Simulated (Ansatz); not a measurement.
Crystal: TiSi.

```
Ti Si
1.0
     1.81618   -2.11762    0.00000
     1.81618    2.11762    0.00000
     0.00000    0.00000    3.80393
Ti Si
1 1
Cartesian
  1.8162 0.0000 0.0000
  0.0000 0.0000 1.9020
```

The cell comes from a database or a generator and needn't be the stable form of this composition.

Base run:

* Program: Ansatz 0.2.0
* Functional: HSE06
* Potentials or basis: all-electron PAW datasets made for the crystal
* Cutoff: 270 eV (chosen from the basis error)
* k mesh: 8 × 8 × 6
* Occupations: fermi-dirac, width 0.05 eV
* Spin: no spin polarisation

Its results: band gap on the k mesh none (metal or under the smearing width); pressure -2.1 GPa.

Problem. The run is repeated on the same cell with these changes: functional from HSE06 to PBE0. What comes out?

Solution. Band gap on the k mesh none (metal or under the smearing width); pressure -2.6 GPa.

Caveats: the k mesh is thin for a metal, which can move the energy by tens of meV per atom.
